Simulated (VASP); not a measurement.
Write the native input for VASP 6.6.1 that does the following.

```
Task                               : single point
Functional                         : PBE0
Potentials or basis                : VASP PAW PBE potentials, release 64 (Re)
Cutoff                             : 520 eV
k mesh                             : 9 × 9 × 4
Occupations                        : gaussian, width 0.1 eV
Spin                               : no spin polarisation
Grid for exact exchange (PRECFOCK) : Fast
Exchange at q = 0                  : default
Further INCAR settings             : ALGO = Normal; EDIFF = 1e-06; NBANDS = 14
```

The system is Re.

```
CELL_PARAMETERS angstrom
2.75089 0.00000 0.00000
-1.37545 2.38234 0.00000
0.00000 0.00000 4.44301
ATOMIC_POSITIONS crystal
Re 0.33333 0.66667 0.25000
Re 0.66667 0.33333 0.75000
```

The input as run:

POSCAR

```
Re
1.0
    2.7508900000      0.0000000000      0.0000000000
   -1.3754500000      2.3823400000      0.0000000000
    0.0000000000      0.0000000000      4.4430100000
Re
2
Direct
    0.3333300000      0.6666700000      0.2500000000
    0.6666700000      0.3333300000      0.7500000000
```

INCAR.step1

```
SYSTEM = Re
PREC = Accurate
ENCUT = 520
EDIFF = 1E-5
ISMEAR = 0
SIGMA = 0.1
LREAL = .FALSE.
LASPH = .TRUE.
NELM = 60
ALGO = Normal
ISIF = 2
LWAVE = .TRUE.
NBANDS = 14
GGA = PE
```

INCAR.step2

```
SYSTEM = Re
PREC = Accurate
ENCUT = 520
EDIFF = 1E-6
ISMEAR = 0
SIGMA = 0.1
LREAL = .FALSE.
LASPH = .TRUE.
NELM = 60
ALGO = Normal
ISIF = 2
LWAVE = .FALSE.
LCHARG = .TRUE.
GGA = PE
LHFCALC = .TRUE.
AEXX = 0.25
PRECFOCK = Fast
LELF = .TRUE.
LVHAR = .TRUE.
NBANDS = 14
ISTART = 1
```

KPOINTS

```
regular mesh
0
G
  9 9 4
  0 0 0
```

Potentials or basis: VASP PAW PBE potentials, release 64 (Re).

Command:

```console
$ cat potpaw_PBE.64/Re/POTCAR > POTCAR
$ cp INCAR.step1 INCAR
$ mpirun -np 1 vasp_std > vasp.out
$ cp INCAR.step2 INCAR
$ mpirun -np 1 vasp_std > vasp.out
```

Results of the run:

| Quantity | Value |
| --- | --- |
| Pressure | -5.2 GPa |
| Largest force | 0.035 eV/Å |
| Band gap on the k mesh | none (metal or under the smearing width) |

Caveat: the PAW data sets were made with another functional, which shifts forces and pressure a little.

Wall time 51 min on 1 thread of Intel(R) Xeon(R) 6975P-C (Granite Rapids), with other jobs on the host, peak memory 0.18 GiB.
